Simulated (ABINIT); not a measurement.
The system is Ge.

```
CELL_PARAMETERS angstrom
-2.57449 2.57449 1.39741
2.57449 -2.57449 1.39741
2.57449 2.57449 -1.39741
ATOMIC_POSITIONS crystal
Ge 0.50000 0.50000 0.00000
Ge 0.25000 0.75000 0.50000
```

This isn't the form of Ge at room conditions, which is diamond.

Base run:

| Quantity | Value |
| --- | --- |
| Program | ABINIT 10.8.3 (patched build) |
| Functional | WC |
| Potentials or basis | PseudoDojo NC SR PBEsol v0.4.1 standard |
| Cutoff | 1061 eV |
| k mesh | 8 × 8 × 8 |
| Occupations | fermi-dirac, width 0.05 eV |
| Spin | no spin polarisation |

Its results: band gap on the k mesh none (metal or under the smearing width); pressure -0.2 GPa.

The run is repeated on the same cell with these changes: functional from WC to LDA; potentials or basis from PseudoDojo NC SR PBEsol v0.4.1 standard to PseudoDojo NC SR LDA v0.4 stringent; cutoff from 1061 eV to 1524 eV; valence electrons from 28 to 44. What comes out?

Band gap on the k mesh none (metal or under the smearing width); pressure -4.1 GPa.

Caveats: the potentials were made for another functional, which shifts forces and pressure (some runs).

Not every run made on this cell is shown here.
